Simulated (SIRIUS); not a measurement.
# Ta2C (P-3m1) in SIRIUS: convergence with smearing width

Aim: find how far smearing width must go before the results for Ta2C settle, at LDA. This setting moves, with any that are tied to it; all else stays.

Program: SIRIUS 7.10.0. These are calculated values, not measurements. Logs are shortened: lines on timing, memory, paths and dates and some standing lists are left out, and cuts for length are marked. The log counts tension as positive stress, the text compression.

## Step 1: The crystal as given

Symmetry: P-3m1, No. 164, trigonal system. The conventional cell has a = 3.106 Å, b = 3.106 Å, c = 4.946 Å, α = 90.00°, β = 90.00°, γ = 120.00°. Ta (site symmetry 3m) has 3 C at 2.18 Å as nearest neighbours. Around C (site symmetry -3m) lie 6 Ta at 2.18 Å.

## Step 2: With smearing width 0.4 eV

File sirius.json:

```json
{
  "control": {
    "processing_unit": "cpu",
    "verbosity": 2,
    "num_bands_to_print": 23,
    "print_forces": true,
    "print_stress": true
  },
  "parameters": {
    "electronic_structure_method": "pseudopotential",
    "xc_functionals": ["XC_LDA_X", "XC_LDA_C_PW"],
    "gk_cutoff": 6.4,
    "pw_cutoff": 20.0,
    "ngridk": [8, 8, 5],
    "shiftk": [0, 0, 0],
    "smearing": "methfessel_paxton",
    "smearing_width": 0.0146997289,
    "num_bands": 23,
    "num_mag_dims": 0,
    "num_dft_iter": 100,
    "energy_tol": 1e-08,
    "density_tol": 1e-06
  },
  "iterative_solver": {
    "type": "davidson",
    "min_tolerance": 1e-10
  },
  "mixer": {
    "type": "anderson",
    "beta": 0.7,
    "max_history": 8
  },
  "settings": {
    "tol_ne": 1e-10
  },
  "unit_cell": {
    "lattice_vectors": [
      [5.869300370475, 0.0, 0.0],
      [-2.934650185238, 5.082963223246, 0.0],
      [0.0, 0.0, 9.347341302849]
    ],
    "atom_coordinate_units": "lattice",
    "atom_types": ["Ta", "C"],
    "atom_files": {
      "Ta": "Ta.json",
      "C": "C.json"
    },
    "atoms": {
      "Ta": [
        [0.6666666667, 0.3333333333, 0.74799],
        [0.3333333333, 0.6666666667, 0.25201]
      ],
      "C": [
        [0.0, 0.0, 0.0]
      ]
    }
  }
}
```

Potentials or basis: GBRV 1.5 LDA (ultrasoft).

Command:

```bash
> upf_to_json ta_lda_v1.uspp.F.UPF
> upf_to_json c_lda_v1.2.uspp.F.UPF
> OMP_NUM_THREADS=1 sirius.scf --input=sirius.json --output=out.json --task=0
```

It took 52 s on 1 thread of Arm Neoverse V1, shared host; peak memory 0.47 GiB.

Results:

```yaml
Pressure: -9.9 GPa
Largest_force: 0.065 eV/Å
Band_gap_on_the_k_mesh: none (metal or under the smearing width)
```

## Step 3: With smearing width 0.3 eV

sirius.json, as its differences from that of step 2:

```diff
@@ -16,3 +16,3 @@
     "smearing": "methfessel_paxton",
-    "smearing_width": 0.0146997289,
+    "smearing_width": 0.0110247967,
     "num_bands": 23,
```

Potentials or basis: GBRV 1.5 LDA (ultrasoft).

Command:

```bash
> upf_to_json ta_lda_v1.uspp.F.UPF
> upf_to_json c_lda_v1.2.uspp.F.UPF
> OMP_NUM_THREADS=1 sirius.scf --input=sirius.json --output=out.json --task=0
```

Wall time 53 s (1 thread of Arm Neoverse V1, shared host); peak memory 0.47 GiB.

Results (log left out):

```
Pressure               : -9.9 GPa
Largest force          : 0.063 eV/Å
Band gap on the k mesh : none (metal or under the smearing width)
```

## Step 4: With smearing width 0.2 eV

sirius.json, as its differences from that of step 3:

```diff
@@ -16,3 +16,3 @@
     "smearing": "methfessel_paxton",
-    "smearing_width": 0.0110247967,
+    "smearing_width": 0.0073498644,
     "num_bands": 23,
@@ -37,6 +37,7 @@
     "lattice_vectors": [
-      [5.869300370475, 0.0, 0.0],
-      [-2.934650185238, 5.082963223246, 0.0],
-      [0.0, 0.0, 9.347341302849]
+      [1.0, 0.0, 0.0],
+      [-0.5, 0.86602540378, 0.0],
+      [0.0, 0.0, 1.59258186033]
     ],
+    "lattice_vectors_scale": 5.8693003705,
     "atom_coordinate_units": "lattice",
```

Command:

```bash
> upf_to_json ta_lda_v1.uspp.F.UPF
> upf_to_json c_lda_v1.2.uspp.F.UPF
> OMP_NUM_THREADS=1 sirius.scf --input=sirius.json --output=out.json --task=0
```

Wall time 51 s (1 thread of Arm Neoverse V1, shared host); peak memory 0.47 GiB.

It converged, with:

```
Pressure               : -9.9 GPa
Largest force          : 0.059 eV/Å
Band gap on the k mesh : none (metal or under the smearing width)
```

## Step 5: With smearing width 0.136 eV

sirius.json, as its differences from that of step 4:

```diff
@@ -16,3 +16,3 @@
     "smearing": "methfessel_paxton",
-    "smearing_width": 0.0073498644,
+    "smearing_width": 0.0049979078,
     "num_bands": 23,
@@ -37,7 +37,6 @@
     "lattice_vectors": [
-      [1.0, 0.0, 0.0],
-      [-0.5, 0.86602540378, 0.0],
-      [0.0, 0.0, 1.59258186033]
+      [5.869300370475, 0.0, 0.0],
+      [-2.934650185238, 5.082963223246, 0.0],
+      [0.0, 0.0, 9.347341302849]
     ],
-    "lattice_vectors_scale": 5.8693003705,
     "atom_coordinate_units": "lattice",
```

Command:

```bash
> upf_to_json ta_lda_v1.uspp.F.UPF
> upf_to_json c_lda_v1.2.uspp.F.UPF
> OMP_NUM_THREADS=1 sirius.scf --input=sirius.json --output=out.json --task=0
```

It took 53 s on 1 thread of Arm Neoverse V1, shared host; peak memory 0.47 GiB.

The run converged. Its results:

```
Pressure               : -9.9 GPa
Largest force          : 0.062 eV/Å
Band gap on the k mesh : none (metal or under the smearing width)
```

## Step 6: With smearing width 0.1 eV

sirius.json, as its differences from that of step 5:

```diff
@@ -16,3 +16,3 @@
     "smearing": "methfessel_paxton",
-    "smearing_width": 0.0049979078,
+    "smearing_width": 0.0036749322,
     "num_bands": 23,
@@ -37,6 +37,7 @@
     "lattice_vectors": [
-      [5.869300370475, 0.0, 0.0],
-      [-2.934650185238, 5.082963223246, 0.0],
-      [0.0, 0.0, 9.347341302849]
+      [1.0, 0.0, 0.0],
+      [-0.5, 0.86602540378, 0.0],
+      [0.0, 0.0, 1.59258186033]
     ],
+    "lattice_vectors_scale": 5.8693003705,
     "atom_coordinate_units": "lattice",
```

Potentials or basis: GBRV 1.5 LDA (ultrasoft).

Command:

```bash
> upf_to_json ta_lda_v1.uspp.F.UPF
> upf_to_json c_lda_v1.2.uspp.F.UPF
> OMP_NUM_THREADS=1 sirius.scf --input=sirius.json --output=out.json --task=0
```

Wall time 52 s (1 thread of Arm Neoverse V1, shared host); peak memory 0.47 GiB.

Results (log left out):

| Item | Value |
| --- | --- |
| Pressure | -9.9 GPa |
| Largest force | 0.061 eV/Å |
| Band gap on the k mesh | none (metal or under the smearing width) |

## Step 7: With smearing width 0.05 eV

sirius.json, as its differences from that of step 6:

```diff
@@ -16,3 +16,3 @@
     "smearing": "methfessel_paxton",
-    "smearing_width": 0.0036749322,
+    "smearing_width": 0.0018374661,
     "num_bands": 23,
@@ -37,7 +37,6 @@
     "lattice_vectors": [
-      [1.0, 0.0, 0.0],
-      [-0.5, 0.86602540378, 0.0],
-      [0.0, 0.0, 1.59258186033]
+      [5.869300370475, 0.0, 0.0],
+      [-2.934650185238, 5.082963223246, 0.0],
+      [0.0, 0.0, 9.347341302849]
     ],
-    "lattice_vectors_scale": 5.8693003705,
     "atom_coordinate_units": "lattice",
```

Command:

```bash
> upf_to_json ta_lda_v1.uspp.F.UPF
> upf_to_json c_lda_v1.2.uspp.F.UPF
> OMP_NUM_THREADS=1 sirius.scf --input=sirius.json --output=out.json --task=0
```

It took 53 s on 1 thread of Arm Neoverse V1, shared host; peak memory 0.47 GiB.

The run converged. Its results:

```yaml
Pressure: -9.9 GPa
Largest_force: 0.059 eV/Å
Band_gap_on_the_k_mesh: none (metal or under the smearing width)
```

## Step 8: With smearing width 0.025 eV

sirius.json, as its differences from that of step 7:

```diff
@@ -16,3 +16,3 @@
     "smearing": "methfessel_paxton",
-    "smearing_width": 0.0018374661,
+    "smearing_width": 0.0009187331,
     "num_bands": 23,
```

Command:

```bash
> upf_to_json ta_lda_v1.uspp.F.UPF
> upf_to_json c_lda_v1.2.uspp.F.UPF
> OMP_NUM_THREADS=1 sirius.scf --input=sirius.json --output=out.json --task=0
```

Wall time 53 s (1 thread of Arm Neoverse V1, shared host); peak memory 0.47 GiB.

The run converged. Its results:

```
Pressure               : -9.9 GPa
Largest force          : 0.059 eV/Å
Band gap on the k mesh : none (metal or under the smearing width)
```

## Step 9: With smearing width 0.01 eV

sirius.json, as its differences from that of step 8:

```diff
@@ -16,3 +16,3 @@
     "smearing": "methfessel_paxton",
-    "smearing_width": 0.0009187331,
+    "smearing_width": 0.0003674932,
     "num_bands": 23,
@@ -37,6 +37,7 @@
     "lattice_vectors": [
-      [5.869300370475, 0.0, 0.0],
-      [-2.934650185238, 5.082963223246, 0.0],
-      [0.0, 0.0, 9.347341302849]
+      [1.0, 0.0, 0.0],
+      [-0.5, 0.86602540378, 0.0],
+      [0.0, 0.0, 1.59258186033]
     ],
+    "lattice_vectors_scale": 5.8693003705,
     "atom_coordinate_units": "lattice",
```

Potentials or basis: GBRV 1.5 LDA (ultrasoft).

Command:

```bash
> upf_to_json ta_lda_v1.uspp.F.UPF
> upf_to_json c_lda_v1.2.uspp.F.UPF
> OMP_NUM_THREADS=1 sirius.scf --input=sirius.json --output=out.json --task=0
```

Output:

```text
[info] SIRIUS version : 7.10.0
[info] number of MPI ranks           : 1
[info] MPI grid                      : 1 1
[info] maximum number of OMP threads : 1
[fft] FFT context for density and potential
[fft] =====================================
[fft]   comm size                             : 1
[fft]   plane wave cutoff                     : 20
[fft]   grid size                             : 40 40 64   total : 102400
[fft]   grid limits                           : -19 20   -19 20   -31 32
[fft]   number of G-vectors within the cutoff : 18891
[fft]   local number of G-vectors             : 18891
[fft]   number of G-shells                    : 1931
[fft] FFT context for coarse grid
[fft] =====================================
[fft]   comm size                             : 1
[fft]   plane wave cutoff                     : 12.8
[fft]   grid size                             : 27 27 45   total : 32805
[fft]   grid limits                           : -13 13   -13 13   -22 22
[fft]   number of G-vectors within the cutoff : 4925
[fft]   local number of G-vectors             : 4925
[fft]   number of G-shells                    : 560
[unit cell] lattice vectors
[unit cell]   a1 :       5.8693003705      0.0000000000      0.0000000000
[unit cell]   a2 :      -2.9346501853      5.0829632233      0.0000000000
[unit cell]   a3 :       0.0000000000      0.0000000000      9.3473413029
[unit cell] reciprocal lattice vectors
[unit cell]   b1 :       1.0705169118      0.6180632272     -0.0000000000
[unit cell]   b2 :       0.0000000000      1.2361264544      0.0000000000
[unit cell]   b3 :       0.0000000000     -0.0000000000      0.6721895674
[unit cell] unit cell volume :       278.86332657 [a.u.^3]
[unit cell] 1/sqrt(omega)    :         0.05988310
[unit cell] MT volume        :         0.00000000 ( 0.00%)
[unit cell] IT volume        :       278.86332657 (100.00%)
[unit cell] number of atom types : 2
[unit cell] type id : 0 symbol : Ta mt_radius : 200.890650 num_atoms : 2
[unit cell] type id : 1 symbol :  C mt_radius :  82.403289 num_atoms : 1
[unit cell] total number of atoms : 3
[unit cell] number of symmetry classes : 2
[unit cell] number of PAW atoms : 0
[unit cell] atom id  type id  class id             position                      vector_field
[unit cell] ------------------------------------------------------------------------------------------
[unit cell]      0        0        0      0.66667   0.33333   0.74799      0.00000   0.00000   0.00000
[unit cell]      1        0        0      0.33333   0.66667   0.25201      0.00000   0.00000   0.00000
[unit cell]      2        1        1      0.00000   0.00000   0.00000      0.00000   0.00000   0.00000
[unit cell] atom id         position (Cartesian, a.u.)
[unit cell] ---------------------------------------------
[unit cell]      0       2.934650    1.694321    6.991718
[... 383 lines left out ...]
[find] Total energy                   :    -147.76909964 (Ha),    -295.53819928 (Ry)
[find] Free energy (E-TS)             :    -147.78216770 (Ha),    -295.56433540 (Ry)
[find] band gap (eV)                  :       0.00000000
[find] Efermi                         :       0.66536440
[find] iteration : 17, RMS : 1.899877730117e-09, energy difference : 4.803268893738e-12
[find] Hartree energy of density residual : 1.575591566423e-16
[find] bands are converged : true
[find] iterative solver converged : true
[find] converged after 18 SCF iterations!
[find] Charges and magnetic moments
[find] --------------------------------------------------------------------------------
[find] total charge          : 30.000000
[find] Energy
[find] --------------------------------------------------------------------------------
[find] valence_eval_sum               :      -7.40110702
[find] <rho|V^{XC}>                   :     -23.12463584
[find] <rho|E^{XC}>                   :     -43.88748934
[find] <mag|B^{XC}>                   :       0.00000000
[find] <rho|V^{H}>                    :      30.61513298
[find] one-electron contribution      :     -14.89160416 (Ha),     -29.78320831 (Ry)
[find] hartree contribution           :      15.30756649
[find] xc contribution                :     -43.88748934
[find] ewald contribution             :    -104.29757283
[find] PAW contribution               :       0.00000000
[find] smearing (-TS)                 :      -0.01306806
[find] SCF correction                 :       0.00000019
[find] Total energy                   :    -147.76909964 (Ha),    -295.53819928 (Ry)
[find] Free energy (E-TS)             :    -147.78216770 (Ha),    -295.56433540 (Ry)
[find] band gap (eV)                  :       0.00000000
[find] Efermi                         :       0.66536440
[ground_state] === stress tensor components [kbar] ===
[ground_state] === stress_kin ===
[ground_state] -30739.809931    0.000000    0.000000
[ground_state]     0.000000-30739.809931   -0.000000
[ground_state]     0.000000   -0.000000-30894.002813
[ground_state] === stress_har ===
[ground_state] -5865.488979    0.000000    0.000000
[ground_state]     0.000000-5865.488979   -0.000000
[ground_state]     0.000000   -0.000000-4419.015709
[ground_state] === stress_ewald ===
[ground_state] 36079.174518   -0.000000   -0.000000
[ground_state]    -0.00000036079.174518    0.000000
[ground_state]    -0.000000    0.00000037879.072132
[ground_state] === stress_vloc ===
[ground_state] -26657.099017    0.000000   -0.000000
[ground_state]     0.000000-26657.099018   -0.000000
[ground_state]    -0.000000   -0.000000-29807.131388
[ground_state] === stress_xc ===
[ground_state] -21905.503579    0.000000    0.000000
[ground_state]     0.000000-21905.503579    0.000000
[ground_state]     0.000000    0.000000-21905.503579
[ground_state] === stress_core ===
[ground_state] 30460.586736   -0.000000    0.000000
[ground_state]    -0.00000030460.586736    0.000000
[ground_state]     0.000000    0.00000030465.699480
[ground_state] === stress_nonloc ===
[ground_state] 18673.374821   -0.000000    0.000000
[ground_state]    -0.00000018673.374821    0.000000
[ground_state]     0.000000    0.00000018732.039382
[ground_state] === stress_us ===
[ground_state]    51.032975   -0.000000   -0.000000
[ground_state]    -0.000000   51.032975    0.000000
[ground_state]    -0.000000    0.000000   54.183623
[ground_state] === stress_us_nl ===
[ground_state] 18724.407796   -0.000000    0.000000
[ground_state]    -0.00000018724.407796    0.000000
[ground_state]     0.000000    0.00000018786.223005
[ground_state] === stress_total ===
[ground_state]    96.267543    0.000000    0.000000
[ground_state]     0.000000   96.267543    0.000000
[ground_state]     0.000000    0.000000  105.341128
[ground_state] ==== total Forces in Ha/bohr =====
[ground_state] atom:    0, force:       0.0000000      0.0000000      0.0011525
[ground_state] atom:    1, force:      -0.0000000     -0.0000000     -0.0011525
[ground_state] atom:    2, force:       0.0000000      0.0000000      0.0000000
[ground_state] ==== ultrasoft contribution from Qij =====
[ground_state] atom:    0, force:      -0.0000000      0.0000000     -0.0045187
[ground_state] atom:    1, force:       0.0000000     -0.0000000      0.0045187
[ground_state] atom:    2, force:       0.0000000      0.0000000      0.0000000
[ground_state] ==== non-local contribution from Beta-projector =====
[ground_state] atom:    0, force:       0.0000000      0.0000000      0.0839946
[ground_state] atom:    1, force:       0.0000000     -0.0000000     -0.0839946
[ground_state] atom:    2, force:       0.0000000      0.0000000      0.0000000
[ground_state] ==== contribution from local potential =====
[ground_state] atom:    0, force:       0.0000000     -0.0000000      3.6187622
[ground_state] atom:    1, force:      -0.0000000      0.0000000     -3.6187622
[ground_state] atom:    2, force:       0.0000000      0.0000000      0.0000000
[ground_state] ==== contribution from core density =====
[ground_state] atom:    0, force:      -0.0000000     -0.0000000      0.0055340
[ground_state] atom:    1, force:       0.0000000      0.0000000     -0.0055340
[ground_state] atom:    2, force:       0.0000000      0.0000000      0.0000000
[ground_state] ==== Ewald forces from ions =====
[ground_state] atom:    0, force:       0.0000000     -0.0000000     -3.7026196
[ground_state] atom:    1, force:      -0.0000000      0.0000000      3.7026196
[ground_state] atom:    2, force:       0.0000000      0.0000000      0.0000000
[~DFT_ground_state] local op. applied: 34105
[~DFT_ground_state] evp. work count: 5573.13
[~DFT_ground_state] number of iterative solver steps: 1575
```

Run time: 52 s. Hardware: 1 thread of Arm Neoverse V1, shared host; peak memory 0.47 GiB.

Results:

```
Pressure               : -9.9 GPa
Largest force          : 0.059 eV/Å
Band gap on the k mesh : none (metal or under the smearing width)
```

## Step 10: Result

```tsv
smearing width	pressure (GPa)	largest force (eV/Å)	SCF cycles	CPU time (s)	peak memory (GiB)
0.4 eV	-9.88	0.065	19	52	0.47
0.3 eV	-9.87	0.063	19	53	0.47
0.2 eV	-9.90	0.059	18	51	0.47
0.136 eV	-9.93	0.062	19	53	0.47
0.1 eV	-9.93	0.061	19	52	0.47
0.05 eV	-9.93	0.059	19	53	0.47
0.025 eV	-9.93	0.059	19	53	0.47
0.01 eV	-9.93	0.059	18	52	0.47
```

Against the tightest run, the pressure stays within 0.1 GPa from 0.4 eV on; the largest force stays within 0.005 eV/Å from 0.3 eV on. Narrower smearing needs a denser k mesh, so at a fixed mesh the narrowest width isn't the most accurate. The tightest run that finished is the yardstick and may itself not be fully converged.
